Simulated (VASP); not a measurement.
# BN in VASP: notebook, part 2 of 2

VASP 6.6.1. The steps go on from the part before.

## Step 3: Phonons, r2SCAN+rVV10

This run uses another cell than the first one, of 48.76 Å³/atom, 0.994 times its volume.

The input, POSCAR:

```
BN
1.0
    2.5012026931      0.0000000000      0.0000000000
   -1.2506013466      2.1661050675      0.0000000000
    0.0000000000      0.0000000000     18.0000000000
  B               N
     1     1
Direct
     0.6666666699999979    0.3333333300000021    0.5000000000000000
     0.3333333300000021    0.6666666699999979    0.5000000000000000
```

The input, INCAR.step1:

```
SYSTEM = BN
PREC     = Accurate       ! precision mode
ENCUT    = 600            ! plane-wave cutoff, eV
EDIFF    = 1E-8           ! SCF threshold, eV
ISMEAR   = 0              ! smearing method
SIGMA    = 0.03           ! smearing width, eV
LREAL    = .False.        ! projectors in reciprocal space
LASPH    = .True.         ! aspherical terms in the spheres
NELM     = 120            ! most SCF steps
ALGO     = Normal         ! electronic algorithm
ISIF     = 2              ! what is computed and relaxed
LWAVE    = .False.        ! write WAVECAR
LCHARG   = .False.        ! write CHGCAR
METAGGA  = R2SCAN         ! meta-GGA
LMIXTAU  = .True.       
LUSE_VDW = .True.       
IVDW_NL  = 2            
BPARAM   = 11.95        
CPARAM   = 0.0093       
LATTICE_CONSTRAINTS= .TRUE. .TRUE. .FALSE.
IBRION   = 2              ! ionic algorithm
NSW      = 40             ! ionic steps
EDIFFG   = -0.002         ! ionic threshold
```

The input, INCAR.step2:

```
SYSTEM = BN
PREC     = Accurate       ! precision mode
ENCUT    = 600            ! plane-wave cutoff, eV
EDIFF    = 1E-8           ! SCF threshold, eV
ISMEAR   = 0              ! smearing method
SIGMA    = 0.03           ! smearing width, eV
LREAL    = .False.        ! projectors in reciprocal space
LASPH    = .True.         ! aspherical terms in the spheres
NELM     = 120            ! most SCF steps
ALGO     = Normal         ! electronic algorithm
ISIF     = 2              ! what is computed and relaxed
LWAVE    = .False.        ! write WAVECAR
LCHARG   = .False.        ! write CHGCAR
METAGGA  = R2SCAN         ! meta-GGA
LMIXTAU  = .True.       
LUSE_VDW = .True.       
IVDW_NL  = 2            
BPARAM   = 11.95        
CPARAM   = 0.0093       
LATTICE_CONSTRAINTS= .TRUE. .TRUE. .FALSE.
IBRION   = 6              ! ionic algorithm
NFREE    = 2            
POTIM    = 0.015          ! step
NSW      = 1              ! ionic steps
```

The input, KPOINTS:

```
regular mesh
0
Gamma
  15 15 1
  0 0 0
```

Potentials or basis: VASP PAW PBE potentials, release 64 (B, N).

Launch:

```sh
cat potpaw_PBE.64/B/POTCAR potpaw_PBE.64/N/POTCAR > POTCAR
cp INCAR.step1 INCAR
mpirun -np 1 vasp_std > vasp.out
cp CONTCAR POSCAR
cp INCAR.step2 INCAR
mpirun -np 1 vasp_std > vasp.out
```

OUTCAR:

```text
SYSTEM = BN
   PREC = Accurate
   ENCUT = 600
   EDIFF = 1E-8
   ISMEAR = 0
   LREAL = .False.
   LASPH = .True.
   NELM = 120
   ISIF = 2
   METAGGA = R2SCAN
   IVDW_NL = 2
   BPARAM = 11.95
   IBRION = 6
   NFREE = 2
   POTIM = 0.015
   NSW = 1

 ion  position               nearest neighbor table
   1  0.667  0.333  0.500-   2 1.44   2 1.44   2 1.44
   2  0.333  0.667  0.500-   1 1.44   1 1.44   1 1.44

  LATTYP: Found a hexagonal cell.
 ALAT       =     2.5012026931
 C/A-ratio  =     7.1965379094

  Lattice vectors:

 A1 = (   2.5012026931,   0.0000000000,   0.0000000000)
 A2 = (  -1.2506013466,   2.1661050675,   0.0000000000)
 A3 = (   0.0000000000,   0.0000000000,  18.0000000000)

Analysis of symmetry for initial positions (statically):
=====================================================================
 Subroutine PRICEL returns:
 Original cell was already a primitive cell.

 Routine SETGRP: Setting up the symmetry group for a
 hexagonal supercell.

 Subroutine GETGRP returns: Found 12 space group operations
 (whereof 12 operations were pure point group operations)
 out of a pool of 24 trial point group operations.

The static configuration has the point symmetry D_3h.

Analysis of symmetry for dynamics (positions and initial velocities):
=====================================================================
 Subroutine PRICEL returns:
 Original cell was already a primitive cell.

 Routine SETGRP: Setting up the symmetry group for a
 hexagonal supercell.

 Subroutine GETGRP returns: Found 12 space group operations
[... 450 lines left out ...]
  ---------------------------------------------------
  free energy    TOTEN  =       -19.00055291 eV

  energy without entropy =      -19.00055291  energy(sigma->0) =      -19.00055291

 E-fermi :  -4.4149     XC(G=0):  -2.3177

 val. band max:       -4.5374200753   @ k =   0.3333   0.3333   0.0000
 cond. band min:       0.6524094218   @ k =   0.0000   0.0000   0.0000
 fundamental gap:      5.1898294970
 Fermi energy:        -4.4148560438

 k-point     1 :       0.0000    0.0000    0.0000
  band No.  band energies     occupation
      1     -23.2319      2.00000
      2      -9.9511      2.00000
      3      -5.8920      2.00000
      4      -5.8920      2.00000
      5       0.6524      0.00000
      6       1.5750      0.00000
      7       1.8295      0.00000
      8       3.0885      0.00000
[... 243 lines left out ...]
 k-point    24 :       0.4000    0.2000    0.0000
  band No.  band energies     occupation
      1     -19.6988      2.00000
      2     -13.3149      2.00000
      3     -10.6984      2.00000
      4      -4.9405      2.00000
      5       0.9953      0.00000
      6       8.4423      0.00000
      7       9.1219      0.00000
      8       9.4741      0.00000

 [... further k-points ...]
[... 5 lines left out ...]
  --------------------------------------------------------------------------------------
  -------------------------------------------------------------------------------------
  Total        0.0007356      0.0007356     -0.0209216     -0.0000000      0.0000000      0.0000000
  in kB        0.0120847      0.0120847     -0.3437202     -0.0000000      0.0000000      0.0000000
  external PRESSURE =      -0.1065169 kB  Pullay stress =       0.0000000 kB
[... 17 lines left out ...]
  FREE ENERGIE OF THE ION-ELECTRON SYSTEM (eV)
  ---------------------------------------------------
  free  energy   TOTEN  =       -19.0005529110 eV

  energy  without entropy=      -19.0005529110  energy(sigma->0) =      -19.00055291

 INTERNAL STRAIN TENSORS FROM DISPLACED ATOMS
 ============================================

 INTERNAL STRAIN TENSOR FOR ION    1 for displacements in x,y,z  (eV/Angst):
          X           Y           Z          XY          YZ          ZX
  --------------------------------------------------------------------------------
  x    -0.00000     0.00000     0.00000    11.99069     0.00000     0.00000
  y    11.99069   -11.99069     0.00000     0.00000     0.00000     0.00000
  z     0.00000     0.00000     0.00000     0.00000     0.00000    -0.00000

 INTERNAL STRAIN TENSOR FOR ION    2 for displacements in x,y,z  (eV/Angst):
          X           Y           Z          XY          YZ          ZX
  --------------------------------------------------------------------------------
  x     0.00000    -0.00000    -0.00000   -11.98400     0.00000     0.00000
  y   -11.98400    11.98400     0.00000    -0.00000     0.00000     0.00000
  z     0.00000     0.00000     0.00000     0.00000     0.00000    -0.00000

 Eigenvectors and eigenvalues of the dynamical matrix
 ----------------------------------------------------

   1 f  =   40.913873 THz   257.069449 2PiTHz 1364.739918 cm-1   169.206108 meV
             X         Y         Z           dx          dy          dz
      1.250601  0.722035  9.000000     0.751205   -0.003963    0.000000
     -0.000000  1.444070  9.000000    -0.660048    0.003482    0.000000
[... 21 lines left out ...]
   6 f/i=    0.013606 THz     0.085487 2PiTHz    0.453835 cm-1     0.056268 meV
             X         Y         Z           dx          dy          dz
      1.250601  0.722035  9.000000     0.000000    0.000000   -0.660502
     -0.000000  1.444070  9.000000    -0.000000    0.000000   -0.750824

 ELASTIC MODULI CONTR FROM IONIC RELAXATION (kBar)
 Direction    XX          YY          ZZ          XY          YZ          ZX
 --------------------------------------------------------------------------------
 XX         -56.5012     56.5012      0.0000      0.0000      0.0000     -0.0000
 YY          56.5012    -56.5012     -0.0000      0.0000      0.0000      0.0000
 ZZ           0.0000     -0.0000     -0.0000     -0.0000      0.0000      0.0000
 XY           0.0000      0.0000     -0.0000    -56.5012      0.0000      0.0000
 YZ           0.0000      0.0000      0.0000      0.0000      0.0000      0.0000
 ZX          -0.0000      0.0000      0.0000      0.0000      0.0000     -0.0000
 --------------------------------------------------------------------------------
```

OSZICAR.step1:

```text
N       E                     dE             d eps       ncg     rms          rms(c)
DAV:   1     0.643351063332E+02    0.64335E+02   -0.36406E+03   432   0.822E+02
DAV:   2    -0.177722990111E+02   -0.82107E+02   -0.67831E+02   616   0.154E+02
DAV:   3    -0.231861268920E+02   -0.54138E+01   -0.54138E+01   616   0.643E+01
[... 44 lines left out ...]
DAV:  48    -0.190022739821E+02   -0.57913E-06   -0.11226E-07   432   0.546E-03    0.446E-05
DAV:  49    -0.190022740491E+02   -0.66952E-07   -0.19789E-08   432   0.213E-03    0.325E-05
DAV:  50    -0.190022741574E+02   -0.10834E-06   -0.90197E-09   432   0.155E-03    0.190E-05
DAV:  51    -0.190022741379E+02    0.19476E-07   -0.21815E-08   432   0.231E-03    0.217E-05
DAV:  52    -0.190022741344E+02    0.34795E-08   -0.20112E-09   432   0.645E-04
   1 F= -.19002274E+02 E0= -.19002274E+02  d E =-.190023E+02
```

Wall time 1.5 h (1 thread of Intel Xeon Platinum 8375C at 2.90GHz (Ice Lake), shared host); peak memory 0.62 GiB.

Results:

- Highest phonon frequency at Γ, LO-TO splitting left out: 1365 cm⁻¹

Phonon frequencies in cm⁻¹ (negative: imaginary):
| q point | frequencies |
| --- | --- |
| (0.000, 0.000, 0.000) | 0 0 0 824 1365 1365 |

Caveat: the PAW data sets were made with another functional, which shifts forces and pressure a little.

## Step 4: Band structure, PBE+D3(BJ)

The input, INCAR:

```
PREC = Accurate
ENCUT = 520
EDIFF = 1E-6
ISMEAR = 0
SIGMA = 0.03
LREAL = F
LASPH = T
NELM = 80
ALGO = Fast
ISIF = 2
LWAVE = F
LCHARG = F
LDIPOL = T
IDIPOL = 3
DIPOL = 0.5 0.5 0.500
GGA = PE
IVDW = 12
NBANDS = 11
LVHAR = T
LVACPOTAV = T
```

The input, KPOINTS:

```
Automatic mesh
0
Gamma
  15 15 1
```

The input, POSCAR:

```
BN                                      
1.0
    2.5087934974      0.0000000000      0.0000000000
   -1.2543967487      2.1726788968      0.0000000000
    0.0000000000      0.0000000000     18.0000000000
  B               N             
     1     1
Direct
     0.6666666699999979    0.3333333300000021    0.5000000000000000
     0.3333333300000021    0.6666666699999979    0.5000000000000000
```

The input, KPOINTS_OPT:

```
explicit points
67
Reciprocal
 0.0000000000  0.0000000000  0.0000000000 1
 0.0357142900  0.0000000000  0.0000000000 1
 0.0714285700  0.0000000000  0.0000000000 1
 0.1071428600  0.0000000000  0.0000000000 1
 0.1428571400  0.0000000000  0.0000000000 1
 0.1785714300  0.0000000000  0.0000000000 1
 0.2142857100  0.0000000000  0.0000000000 1
 0.2500000000  0.0000000000  0.0000000000 1
 0.2857142900  0.0000000000  0.0000000000 1
 0.3214285700  0.0000000000  0.0000000000 1
 0.3571428600  0.0000000000  0.0000000000 1
 0.3928571400  0.0000000000  0.0000000000 1
 0.4285714300  0.0000000000  0.0000000000 1
 0.4642857100  0.0000000000  0.0000000000 1
 0.5000000000  0.0000000000  0.0000000000 1
 0.4791666700  0.0416666700  0.0000000000 1
 0.4583333300  0.0833333300  0.0000000000 1
 0.4375000000  0.1250000000  0.0000000000 1
 0.4166666700  0.1666666700  0.0000000000 1
 0.3958333300  0.2083333300  0.0000000000 1
 0.3750000000  0.2500000000  0.0000000000 1
 0.3541666700  0.2916666700  0.0000000000 1
 0.3333333300  0.3333333300  0.0000000000 1
 0.3137254900  0.3137254900  0.0000000000 1
 0.2941176500  0.2941176500  0.0000000000 1
 0.2745098000  0.2745098000  0.0000000000 1
 0.2549019600  0.2549019600  0.0000000000 1
 0.2352941200  0.2352941200  0.0000000000 1
 0.2156862700  0.2156862700  0.0000000000 1
 0.1960784300  0.1960784300  0.0000000000 1
 0.1764705900  0.1764705900  0.0000000000 1
 0.1568627500  0.1568627500  0.0000000000 1
 0.1372549000  0.1372549000  0.0000000000 1
 0.1176470600  0.1176470600  0.0000000000 1
 0.0980392200  0.0980392200  0.0000000000 1
 0.0784313700  0.0784313700  0.0000000000 1
 0.0588235300  0.0588235300  0.0000000000 1
 0.0392156900  0.0392156900  0.0000000000 1
 0.0196078400  0.0196078400  0.0000000000 1
 0.0000000000  0.0000000000  0.0000000000 1
 0.0000000000  0.0000000000  0.0000000000 1
 0.0047712900 -0.0023856400  0.0000000000 1
-0.0047712900  0.0023856400  0.0000000000 1
 0.0139162500 -0.0069581300  0.0000000000 1
-0.0139162500  0.0069581300  0.0000000000 1
 0.0000000000  0.0041320600  0.0000000000 1
-0.0000000000 -0.0041320600  0.0000000000 1
 0.0000000000  0.0120518300  0.0000000000 1
-0.0000000000 -0.0120518300  0.0000000000 1
 0.5000000000  0.0000000000  0.0000000000 1
 0.5047712900 -0.0023856400  0.0000000000 1
 0.4952287100  0.0023856400  0.0000000000 1
 0.5139162500 -0.0069581300  0.0000000000 1
 0.4860837500  0.0069581300  0.0000000000 1
 0.5000000000  0.0041320600  0.0000000000 1
 0.5000000000 -0.0041320600  0.0000000000 1
 0.5000000000  0.0120518300  0.0000000000 1
 0.5000000000 -0.0120518300  0.0000000000 1
 0.3333333300  0.3333333300  0.0000000000 1
 0.3381046200  0.3309476900  0.0000000000 1
 0.3285620400  0.3357189700  0.0000000000 1
 0.3472495800  0.3263752000  0.0000000000 1
 0.3194170800  0.3402914600  0.0000000000 1
 0.3333333300  0.3374653900  0.0000000000 1
 0.3333333300  0.3292012700  0.0000000000 1
 0.3333333300  0.3453851600  0.0000000000 1
 0.3333333300  0.3212815000  0.0000000000 1
```

Launch:

```sh
cat potpaw_PBE.64/B/POTCAR potpaw_PBE.64/N/POTCAR > POTCAR
mpirun -np 1 vasp_std > vasp.out
```

Run time: 40 s. Hardware: 1 thread of Intel Xeon 6975P-C (Granite Rapids), shared host; peak memory 0.25 GiB.

Results (log left out):

* Free energy: -17.7546 eV
* Band gap on the k mesh: 4.67 eV, direct
* Band gap along the path: 4.67 eV, direct
* Dispersion energy per atom: -0.077 eV
* Ionisation potential of the upper face: 5.81 eV

Levels at points of the mesh, in eV from the valence-band top:
```tsv
k point	band 1	band 2	band 3	band 4	band 5	band 6	band 7	band 8	band 9
(0.00, 0.00, 0.00)	-17.64	-5.22	-1.35	-1.35	4.69	5.62	6.01	7.22	7.64
```

## Step 5: Band structure, r2SCAN

INCAR, as its differences from that of step 4:

```diff
@@ -8,3 +8,3 @@
 NELM = 80
-ALGO = Fast
+ALGO = Normal
 ISIF = 2
@@ -15,4 +15,4 @@
 DIPOL = 0.5 0.5 0.500
-GGA = PE
-IVDW = 12
+METAGGA = R2SCAN
+LMIXTAU = T
 NBANDS = 11
```

KPOINTS is that of step 4.

POSCAR is that of step 4.

KPOINTS_OPT is that of step 4.

Launch:

```sh
cat potpaw_PBE.64/B/POTCAR potpaw_PBE.64/N/POTCAR > POTCAR
mpirun -np 1 vasp_std > vasp.out
```

It took 2.8 min on 1 thread of Intel Xeon 6975P-C (Granite Rapids), shared host; peak memory 0.23 GiB.

It converged, with:

```yaml
Free_energy: -19.2585 eV
Band_gap_on_the_k_mesh: 5.29 eV, indirect (least direct gap 5.41 eV)
Band_gap_along_the_path: 5.29 eV, indirect (least direct gap 5.41 eV)
Ionisation_potential_of_the_upper_face: 6.06 eV
```

Levels at points of the mesh, in eV from the valence-band top:
| k point | band 1 | band 2 | band 3 | band 4 | band 5 | band 6 | band 7 | band 8 |
| --- | --- | --- | --- | --- | --- | --- | --- | --- |
| (0.00, 0.00, 0.00) | -18.64 | -5.36 | -1.37 | -1.37 | 5.29 | 6.19 | 6.26 | 7.64 |

Caveat: the PAW data sets were made with another functional, which shifts forces and pressure a little.

## Step 6: Band structure, LDA

INCAR, as its differences from that of step 5:

```diff
@@ -8,3 +8,3 @@
 NELM = 80
-ALGO = Normal
+ALGO = Fast
 ISIF = 2
@@ -15,4 +15,3 @@
 DIPOL = 0.5 0.5 0.500
-METAGGA = R2SCAN
-LMIXTAU = T
+GGA = CA
 NBANDS = 11
```

KPOINTS is that of step 5.

POSCAR is that of step 5.

KPOINTS_OPT is that of step 5.

Potentials or basis: VASP PAW LDA potentials, release 64 (B, N).

Launch:

```sh
cat potpaw_LDA.64/B/POTCAR potpaw_LDA.64/N/POTCAR > POTCAR
mpirun -np 1 vasp_std > vasp.out
```

Wall time 35 s (1 thread of Intel Xeon 6975P-C (Granite Rapids), shared host); peak memory 0.21 GiB.

The run converged. Its results:

- Free energy: -19.2291 eV
- Band gap on the k mesh: 4.54 eV, direct
- Band gap along the path: 4.54 eV, direct
- Ionisation potential of the upper face: 6.12 eV

Levels at points of the mesh, in eV from the valence-band top:
```
           k point  band 1  band 2  band 3  band 4  band 5  band 6  band 7  band 8  band 9
(0.00, 0.00, 0.00)  -17.43   -5.29   -1.37   -1.37    4.80    5.91    6.20    7.46    7.85
```

## Step 7: Summary

| task | level | potentials or basis | cell | cutoff (eV) | by perturbation theory | dipole correction | gap on the mesh (eV) |
| --- | --- | --- | --- | --- | --- | --- | --- |
| phonons | PBE+D3(BJ) | VASP PAW PBE potentials, release 64 (B, N) | P-6m2, 49.06 Å³/atom | 600 | no | - | - |
| phonons | r2SCAN+rVV10 | VASP PAW PBE potentials, release 64 (B, N) | P-6m2, 48.76 Å³/atom | 600 | no | - | - |
| band structure | PBE+D3(BJ) | VASP PAW PBE potentials, release 64 (B, N) | P-6m2, 49.06 Å³/atom | 520 | - | yes | 4.67 |
| band structure | r2SCAN | VASP PAW PBE potentials, release 64 (B, N) | P-6m2, 49.06 Å³/atom | 520 | - | yes | 5.29 |
| band structure | LDA | VASP PAW LDA potentials, release 64 (B, N) | P-6m2, 49.06 Å³/atom | 520 | - | yes | 4.54 |

Alike in all rows: no spin polarisation; k mesh 15 × 15 × 1; smearing gaussian 0.03 eV.

Caveats: the PAW data sets were made with another functional, which shifts forces and pressure a little (some runs).

Total energies depend on the potentials used, so only differences within one code and one set of settings carry meaning.
